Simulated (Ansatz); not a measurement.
# Sb (Pm-3m) in Ansatz: notebook

One crystal, Sb, is run at these levels: PBE, PBE+D3(BJ); tasks: single point, relaxation of cell and atoms.

Everything below comes from runs of Ansatz 0.2.0. Logs are shortened: lines on timing, memory, paths and dates and some standing lists are left out, and cuts for length are marked.

**1. Starting point**

The structure is cubic, space group Pm-3m (No. 221). The conventional cell has a = 3.160 Å, b = 3.160 Å, c = 3.160 Å, α = 90.00°, β = 90.00°, γ = 90.00°. Sb (site symmetry m-3m) is surrounded by 6 Sb at 3.16 Å.

This isn't the form of Sb at room conditions, which is rhombohedral.

**2. Single point, PBE**

Input file input.yaml:

```yaml
crystal:
  lattice:
    - [3.16, 0.0, 0.0]
    - [0.0, 3.16, 0.0]
    - [0.0, 0.0, 3.16]
  atoms:
    - { symbol: Sb, position: [0.0, 0.0, 0.0] }
hamiltonian:
  xc: pbe
  pseudopotentials: { kind: paw }
kpoints:
  mp_grid: { grid: [8, 8, 8] }
scf:
  occupations: { method: gaussian, width: 0.025 }
output:
  forces: true
  stress: true
  eigenvalues: true
```

Potentials or basis: Ansatz PAW.

Started as:

```sh
ansatz run input.yaml --threads 2 --pin off --max-ram 5632MiB --backend cpu --events-out ev --progress --plain --runs-dir out
```

Standard output:

```text
Warning: RAYON_NUM_THREADS=2 ignored (pool sized by the plan → 2); use --threads N
Engine: ansatz 0.2.0, aarch64-unknown-linux-gnu
Pseudopotentials: kind: paw
Pseudopotential: Sb, paw, valence charge 15, recommended cutoff 420 eV (normal), Sb.paw.azcp
Functional definition: PBE
  parameter kappa = 0.804
  parameter beta = 0.06672455060314922
  exchange = pbe_x(kappa = kappa, mu = beta*pi^2/3)
  correlation = pbe_c(beta = beta)
Crystal: 1 atoms, lattice volume = 31.554 Å³
Basis set: ecut = 420 eV, 619 PW (Γ), exchange–correlation on 48×48×48 points (8 copies of the dense FFT grid, shifted against one another)
Bands: 12, of which v1, the nominal top of the filled ones, is band 8 counted from 1 (7 counted from 0)
Symmetry: 48 space group operations
Space group: Pm-3m (ITA 221), of the structure as read, at distance tolerance 3.2e-5 Å
k-points: 35 of 512
Non-local potential: Sb, projectors of the file, l = 0: 2, l = 1: 2, l = 2: 2, l = 3: 2
PAW form: soft (Blöchl's): semilocal exchange-correlation on the pseudo side does not see the compensation charge
PAW one-centre angular grid: Sb, 590 points (default); XC on 64 Gauss nodes
Initial density: superposition of atomic densities (neutral atoms: chi_scale 0, normalization atom), corrected by the library's trained network
Initial wavefunctions: pseudopotential atomic-orbital guess
Functional: x = pbe(κ = 0.804, μ = 0.2195149727645171), c = pbe(β = 0.06672455060314922)
SCF iter   1: F=—  HF=-6484.413220 eV  |F-HF|=—  |Δ(HF+E_count)|=         —  Δρ=5.98e-4  dr2=7.64e-5  ethr=1.77e-3  ⟨swp⟩=5.9  Hψ=2564  notcnv=0
preconditioner: auto → none  [insulator: Δε(μ)=0.235 eV  Ē_g=11.856 eV  σ=0.025 eV  W_gap=0.54  n_scr=6 (ndim 8)  ℏωp=14.8 eV  f_vac=0.004  D(μ)=4.21/eV (n_scr^D=80)  ε∞_Penn≈2.6]
SCF iter   2: F=—  HF=-6484.412301 eV  |F-HF|=—  |Δ(HF+E_count)|=   9.19e-4  Δρ=3.08e-4  dr2=2.59e-5  ethr=5.10e-7  ⟨swp⟩=2.8  Hψ=1092  notcnv=0  defer=7
SCF iter   3: F=—  HF=-6484.412323 eV  |F-HF|=—  |Δ(HF+E_count)|=   2.19e-5  Δρ=1.19e-4  dr2=3.09e-6  ethr=1.72e-7  ⟨swp⟩=2.1  Hψ=657  notcnv=0  defer=7
SCF iter   4: F=—  HF=-6484.412325 eV  |F-HF|=—  |Δ(HF+E_count)|=   2.29e-6  Δρ=4.45e-5  dr2=5.55e-7  ethr=2.06e-8  ⟨swp⟩=2.2  Hψ=514  notcnv=0  defer=7
iter 5 did not close the SCF: its close was put off for the readings that it lacked (scf_convergence_deferred on its scf_iter line)
SCF iter   5: F=-6484.412325 eV  HF=-6484.412325 eV  |F-HF|=6.14e-10  |Δ(HF+E_count)|=   3.40e-7  Δρ=2.03e-6  dr2=5.97e-10  ethr=3.70e-9  ⟨swp⟩=2.0  Hψ=665  notcnv=0  defer=7
SCF iter   6: F=-6484.412325 eV  HF=-6484.412325 eV  |F-HF|=4.18e-11  |Δ(HF+E_count)|=   1.28e-9  Δρ=3.57e-7  dr2=3.93e-11  ethr=3.98e-12  ⟨swp⟩=3.5  Hψ=1605  notcnv=0
SCF 1 converged in 6 iterations: F = -6484.412325 eV  dr2 = 3.93e-11
SCF converged after 6 iterations
Free energy (F): -6484.412325 eV
Harris-Foulkes:  -6484.412325 eV  (|F-HF|=4.18e-11)
Internal energy: -6484.411010 eV  (E = F + TS)
E sigma→0 (E₀):  -6484.411667 eV
Entropy (-TS):   -0.001315 eV (-1.315 meV/atom)
Fermi energy:    9.075075 eV
--- Per-component energies (eV) ---
  E_band       = -178.243850
  E_kinetic    = 205.774444
  E_local      = -1612.602764  (includes V_loc(G=0)·N_el)
  E_nonlocal   = 361.795867
  E_hartree    = 728.066434
  E_xc         = -137.953292
  E_vxc        = -95.580312  (∫ρ·V_xc dr)
  E_paw        = -4574.963610  (= ΣΔE_a)
  E_vpaw       = -493.763612  (= ΣTr[D̂ρ^β])
  E_aug_tail   = -0.000002  (compensation charges beyond the density's cutoff)
  E_ewald      = -1454.528087
  E_smearing   = -0.001315  (= −TS)
  E_closure    = 0.000000  (closes the sum)
  Σ components = -6484.412325   (vs F -6484.412325, Δ=0.00e0)
--- Forces (eV/Å), atoms counted from 1 ---
  atom   1  Sb    -0.00000000    -0.00000000    -0.00000000
  max |Σ_I F_I| component: 3.29e-32 eV/Å
--- Stress (GPa, compression-positive) ---
       -2.254007       0.000000       0.000000
        0.000000      -2.254007       0.000000
        0.000000       0.000000      -2.254007
  P = ⅓ Tr σ = -2.2540 GPa (-22.540 kbar)
--- Band table (eV; the first three rows and the last of 35) ---
  k-point 0: bands = ["-19.9933", "-19.9933", "-19.8498", "-19.8498", "-19.8498", "-2.8385", "12.2568", "12.2568", "12.2568", "16.1755", "16.1755", "17.0478"]
  k-point 1: bands = ["-19.9925", "-19.9743", "-19.8551", "-19.8551", "-19.8494", "-2.6262", "10.1767", "12.4611", "12.4611", "16.3601", "16.8952", "18.9879"]
  k-point 2: bands = ["-19.9907", "-19.9283", "-19.8681", "-19.8681", "-19.8484", "-2.0144", "7.2991", "13.0197", "13.0197", "16.9048", "17.5152", "22.7114"]
  k-point 34: bands = ["-19.9259", "-19.9259", "-19.9259", "-19.7866", "-19.7866", "4.2787", "7.6244", "7.6244", "7.6244", "14.0976", "14.0976", "14.0976"]
```

It took 0.46 s on 2 threads of Arm Neoverse V2, shared host; peak memory 0.26 GiB.

What came out:

```
Free energy            : -6484.4123 eV
Pressure               : -2.3 GPa
Band gap on the k mesh : none (metal or under the smearing width)
```

Spin-orbit coupling is left out, which matters for the levels of Sb.

**3. Single point, PBE**

input.yaml, as its differences from that of step 2:

```diff
@@ -13,3 +13,3 @@
 scf:
-  occupations: { method: gaussian, width: 0.025 }
+  occupations: { method: gaussian, width: 0.026 }
 output:
```

Potentials or basis: Ansatz PAW.

Started as:

```sh
ansatz run input.yaml --threads 2 --pin off --max-ram 5632MiB --backend cpu --events-out ev --progress --plain --runs-dir out
```

Wall time 0.46 s (2 threads of Arm Neoverse V2, shared host); peak memory 0.26 GiB.

It converged, with:

```
Free energy            : -6484.4124 eV
Pressure               : -2.3 GPa
Band gap on the k mesh : none (metal or under the smearing width)
```

Levels at points of the mesh, in eV from the Fermi level:
| k point | band 4 | band 5 | band 6 | band 7 | band 8 | band 9 | band 10 | band 11 | band 12 |
| --- | --- | --- | --- | --- | --- | --- | --- | --- | --- |
| (0.00, 0.00, 0.00) | -28.92 | -28.92 | -11.91 | 3.18 | 3.18 | 3.18 | 7.10 | 7.10 | 7.97 |
| (0.00, 0.00, -0.50) | -28.94 | -28.92 | -9.68 | -5.14 | 5.01 | 5.01 | 9.32 | 10.47 | 11.33 |
| (0.00, -0.50, -0.50) | -28.96 | -28.86 | -7.35 | -3.23 | -3.23 | 2.45 | 6.84 | 13.05 | 13.05 |
| (-0.50, -0.50, -0.50) | -28.86 | -28.86 | -4.80 | -1.45 | -1.45 | -1.45 | 5.02 | 5.02 | 5.02 |

Spin-orbit coupling is left out, which matters for the levels of Sb.

**4. Single point, PBE**

input.yaml, as its differences from that of step 3:

```diff
@@ -13,3 +13,3 @@
 scf:
-  occupations: { method: gaussian, width: 0.026 }
+  occupations: { method: gaussian, width: 0.027 }
 output:
```

Started as:

```sh
ansatz run input.yaml --threads 2 --pin off --max-ram 5632MiB --backend cpu --events-out ev --progress --plain --runs-dir out
```

Wall time 0.46 s (2 threads of Arm Neoverse V2, shared host); peak memory 0.27 GiB.

The run converged. Its results:

| Property | Result |
| --- | --- |
| Free energy | -6484.4124 eV |
| Pressure | -2.3 GPa |
| Band gap on the k mesh | none (metal or under the smearing width) |

Levels at points of the mesh, in eV from the Fermi level:
```csv
k point,band 6,band 7,band 8,band 9,band 10,band 11
"(0.00, 0.00, 0.00)",-11.91,3.18,3.18,3.18,7.10,7.10
"(0.00, 0.00, -0.50)",-9.68,-5.14,5.01,5.01,9.32,10.47
"(0.00, -0.50, -0.50)",-7.35,-3.23,-3.23,2.45,6.84,13.05
"(-0.50, -0.50, -0.50)",-4.80,-1.45,-1.45,-1.45,5.02,5.02
```

Spin-orbit coupling is left out, which matters for the levels of Sb.

**5. Single point, PBE**

input.yaml, as its differences from that of step 4:

```diff
@@ -13,3 +13,3 @@
 scf:
-  occupations: { method: gaussian, width: 0.027 }
+  occupations: { method: gaussian, width: 0.028 }
 output:
```

Potentials or basis: Ansatz PAW.

Started as:

```sh
ansatz run input.yaml --threads 2 --pin off --max-ram 5632MiB --backend cpu --events-out ev --progress --plain --runs-dir out
```

Standard output:

```text
Warning: RAYON_NUM_THREADS=2 ignored (pool sized by the plan → 2); use --threads N
[... 8 set-up lines as earlier in the session ...]
Crystal: 1 atoms, lattice volume = 31.554 Å³
Basis set: ecut = 420 eV, 619 PW (Γ), exchange–correlation on 48×48×48 points (8 copies of the dense FFT grid, shifted against one another)
Bands: 12, of which v1, the nominal top of the filled ones, is band 8 counted from 1 (7 counted from 0)
[... 2 set-up lines as earlier in the session ...]
k-points: 35 of 512
[... 6 set-up lines as earlier in the session ...]
SCF iter   1: F=—  HF=-6484.413378 eV  |F-HF|=—  |Δ(HF+E_count)|=         —  Δρ=5.98e-4  dr2=7.64e-5  ethr=1.77e-3  ⟨swp⟩=5.9  Hψ=2553  notcnv=0
preconditioner: auto → none  [insulator: Δε(μ)=0.235 eV  Ē_g=11.856 eV  σ=0.028 eV  W_gap=0.54  n_scr=6 (ndim 8)  ℏωp=14.8 eV  f_vac=0.004  D(μ)=3.76/eV (n_scr^D=56)  ε∞_Penn≈2.6]
SCF iter   2: F=—  HF=-6484.412459 eV  |F-HF|=—  |Δ(HF+E_count)|=   9.19e-4  Δρ=3.08e-4  dr2=2.59e-5  ethr=5.10e-7  ⟨swp⟩=2.8  Hψ=1082  notcnv=0  defer=4
SCF iter   3: F=—  HF=-6484.412481 eV  |F-HF|=—  |Δ(HF+E_count)|=   2.19e-5  Δρ=1.19e-4  dr2=3.09e-6  ethr=1.72e-7  ⟨swp⟩=2.1  Hψ=657  notcnv=0  defer=4
SCF iter   4: F=—  HF=-6484.412483 eV  |F-HF|=—  |Δ(HF+E_count)|=   2.29e-6  Δρ=4.45e-5  dr2=5.55e-7  ethr=2.06e-8  ⟨swp⟩=2.2  Hψ=514  notcnv=0  defer=4
iter 5 did not close the SCF: its close was put off for the readings that it lacked (scf_convergence_deferred on its scf_iter line)
SCF iter   5: F=-6484.412483 eV  HF=-6484.412483 eV  |F-HF|=6.13e-10  |Δ(HF+E_count)|=   3.40e-7  Δρ=2.03e-6  dr2=5.97e-10  ethr=3.70e-9  ⟨swp⟩=2.0  Hψ=665  notcnv=0  defer=4
SCF iter   6: F=-6484.412483 eV  HF=-6484.412483 eV  |F-HF|=4.18e-11  |Δ(HF+E_count)|=   1.35e-9  Δρ=3.58e-7  dr2=3.94e-11  ethr=3.98e-12  ⟨swp⟩=3.5  Hψ=1621  notcnv=0
SCF 1 converged in 6 iterations: F = -6484.412483 eV  dr2 = 3.94e-11
SCF converged after 6 iterations
Free energy (F): -6484.412483 eV
Harris-Foulkes:  -6484.412483 eV  (|F-HF|=4.18e-11)
Internal energy: -6484.411010 eV  (E = F + TS)
E sigma→0 (E₀):  -6484.411746 eV
Entropy (-TS):   -0.001473 eV (-1.473 meV/atom)
Fermi energy:    9.075297 eV
--- Per-component energies (eV) ---
  E_band       = -178.243850
  E_kinetic    = 205.774444
  E_local      = -1612.602764  (includes V_loc(G=0)·N_el)
  E_nonlocal   = 361.795867
  E_hartree    = 728.066434
  E_xc         = -137.953292
  E_vxc        = -95.580312  (∫ρ·V_xc dr)
  E_paw        = -4574.963610  (= ΣΔE_a)
  E_vpaw       = -493.763612  (= ΣTr[D̂ρ^β])
  E_aug_tail   = -0.000002  (compensation charges beyond the density's cutoff)
  E_ewald      = -1454.528087
  E_smearing   = -0.001473  (= −TS)
  E_closure    = -0.000000  (closes the sum)
  Σ components = -6484.412483   (vs F -6484.412483, Δ=0.00e0)
--- Forces (eV/Å), atoms counted from 1 ---
  atom   1  Sb    -0.00000000     0.00000000     0.00000000
  max |Σ_I F_I| component: 7.40e-32 eV/Å
--- Stress (GPa, compression-positive) ---
       -2.254007      -0.000000       0.000000
        0.000000      -2.254007       0.000000
        0.000000       0.000000      -2.254007
  P = ⅓ Tr σ = -2.2540 GPa (-22.540 kbar)
--- Band table (eV; the first three rows and the last of 35) ---
  k-point 0: bands = ["-19.9933", "-19.9933", "-19.8498", "-19.8498", "-19.8498", "-2.8385", "12.2568", "12.2568", "12.2568", "16.1755", "16.1755", "17.0478"]
  k-point 1: bands = ["-19.9925", "-19.9743", "-19.8551", "-19.8551", "-19.8494", "-2.6262", "10.1767", "12.4611", "12.4611", "16.3601", "16.8952", "18.9879"]
  k-point 2: bands = ["-19.9907", "-19.9283", "-19.8681", "-19.8681", "-19.8484", "-2.0144", "7.2991", "13.0197", "13.0197", "16.9048", "17.5152", "22.7114"]
  k-point 34: bands = ["-19.9259", "-19.9259", "-19.9259", "-19.7866", "-19.7866", "4.2787", "7.6244", "7.6244", "7.6244", "14.0976", "14.0976", "14.0976"]
```

Run time: 0.46 s. Hardware: 2 threads of Arm Neoverse V2, shared host; peak memory 0.27 GiB.

Results:

| Quantity | Value |
| --- | --- |
| Free energy | -6484.4125 eV |
| Pressure | -2.3 GPa |
| Band gap on the k mesh | none (metal or under the smearing width) |

The run has no spin-orbit coupling, so splittings on Sb are missing.

**6. Relaxation of cell and atoms, PBE+D3(BJ)**

input.yaml, as its differences from that of step 5:

```diff
@@ -10,2 +10,3 @@
   pseudopotentials: { kind: paw }
+  dispersion: d3bj
 kpoints:
@@ -13,3 +14,3 @@
 scf:
-  occupations: { method: gaussian, width: 0.028 }
+  occupations: { method: fermi_dirac, width: 0.05 }
 output:
@@ -18 +19,5 @@
   eigenvalues: true
+relax:
+  f_tol: 0.01
+  max_steps: 40
+  cell: { stress_tol: 0.05 }
```

Potentials or basis: Ansatz PAW.

Started as:

```sh
ansatz run input.yaml --threads 2 --pin off --max-ram 5632MiB --backend cpu --events-out ev --progress --plain --runs-dir out
```

Run time: 2.2 s. Hardware: 2 threads of Arm Neoverse V2, shared host; peak memory 0.28 GiB.

It converged, with:

```
Free energy                            : -6484.9112 eV
Relaxed volume                         : 28.90 Å³/atom
Relaxed cell                           : a = 3.069 Å, b = 3.069 Å, c = 3.069 Å, α = 90.00°, β = 90.00°, γ = 90.00°
Space group after relaxing (to 0.05 Å) : Pm-3m (No. 221)
Energy gained by relaxing              : 42.0 meV/atom
Ionic steps                            : 5
Pressure after relaxing                : 0.0 GPa
Band gap on the k mesh                 : none (metal or under the smearing width)
```

Step by step:
```tsv
step	energy change (eV)	largest force (eV/Å)	volume (Å³)
1	0.0000	0.0000	31.55
2	-0.0344	0.0000	27.83
3	-0.0423	0.0000	29.06
4	-0.0425	0.0000	28.90
5	-0.0420	0.0000	28.90
```

Final structure:
```yaml
crystal:
  lattice:
    - [3.06865, 0.00000, 0.00000]
    - [0.00000, 3.06865, 0.00000]
    - [0.00000, 0.00000, 3.06865]
  atoms:
    - { symbol: Sb, position: [0.00000, 0.00000, 0.00000] }
```

Levels at points of the mesh, in eV from the Fermi level:
```tsv
k point	band 4	band 5	band 6	band 7	band 8	band 9	band 10	band 11	band 12
(0.00, 0.00, 0.00)	-28.99	-28.99	-12.58	3.41	3.41	3.41	7.21	7.21	8.50
(0.00, 0.00, -0.50)	-29.01	-28.99	-10.03	-5.74	5.52	5.52	9.65	10.70	11.49
(0.00, -0.50, -0.50)	-29.03	-28.91	-7.33	-3.62	-3.62	2.13	7.69	13.29	13.29
(-0.50, -0.50, -0.50)	-28.91	-28.91	-4.29	-1.62	-1.62	-1.62	4.90	4.90	4.90
```

Caveat: the plane-wave basis is chosen anew once the cell has moved, so the energies of steps on either side of that aren't comparable; pairwise dispersion overbinds metals, which lowers pressure and volume. The run has no spin-orbit coupling, so splittings on Sb are missing.

**7. The runs side by side**

```csv
task,level,cell,smearing,gap on the mesh (eV),pressure (GPa)
single point,PBE,as given,gaussian 0.025 eV,none,-2.3
single point,PBE,as given,gaussian 0.026 eV,none,-2.3
single point,PBE,as given,gaussian 0.027 eV,none,-2.3
single point,PBE,as given,gaussian 0.028 eV,none,-2.3
relaxation of cell and atoms,PBE+D3(BJ),relaxed,fermi-dirac 0.05 eV,none,0.0
```

Alike in all rows: potentials or basis Ansatz PAW; no spin polarisation; k mesh 8 × 8 × 8; cutoff (eV) 420.

Every run on the cell as given and a fine mesh finds a metal.

Caveats: the plane-wave basis is chosen anew once the cell has moved, so the energies of steps on either side of that aren't comparable (some runs); pairwise dispersion overbinds metals, which lowers pressure and volume (some runs).

Absolute energies hang on the potentials; compare differences alone.
